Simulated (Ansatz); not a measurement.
TiCo:

```
Co Ti
1.0
     2.98611    0.00000    0.00000
     0.00000    2.98611    0.00000
     0.00000    0.00000    2.98611
Co Ti
1 1
Direct
  0.50000 0.50000 0.50000
  0.00000 0.00000 0.00000
```

The cell comes from a database or a generator and needn't be the stable form of this composition.

Base run:

```yaml
Program: Ansatz 0.2.0
Functional: PBE
Potentials_or_basis: Ansatz PAW
Cutoff: "420 eV (not typed: the program's choice for these potentials)"
k_mesh: 8 × 8 × 8
Occupations: fermi-dirac, width 0.05 eV
Spin: collinear spin, ferromagnetic start
Starting_moments: "[1.4666666667, 0.7333333333] μB"
Fixed_moment: 2.2 μB
```

Its results: pressure 6.0 GPa; site moments Co +1.51; Ti +0.45 μB.

**Question.** After a change of settings the same cell gave: pressure 1.8 GPa; site moments Co +1.20; Ti +0.21 μB. Which change was it?
A. fixed moment from 2.2 μB to 1.5 μB; moments at the start from [1.47, 0.73] to [1.0, 0.5]
B. fixed moment from 2.2 μB to 3.8 μB; moments at the start from [1.47, 0.73] to [2.53, 1.27]
C. fixed moment from 2.2 μB to 6 μB; moments at the start from [1.47, 0.73] to [4.0, 2.0]
D. fixed moment from 2.2 μB to 0.8 μB; moments at the start from [1.47, 0.73] to [0.53, 0.27]

**Answer.** A.

Caveats: the total moment is fixed, so each spin has its own Fermi level; the thresholds are loose for stress.
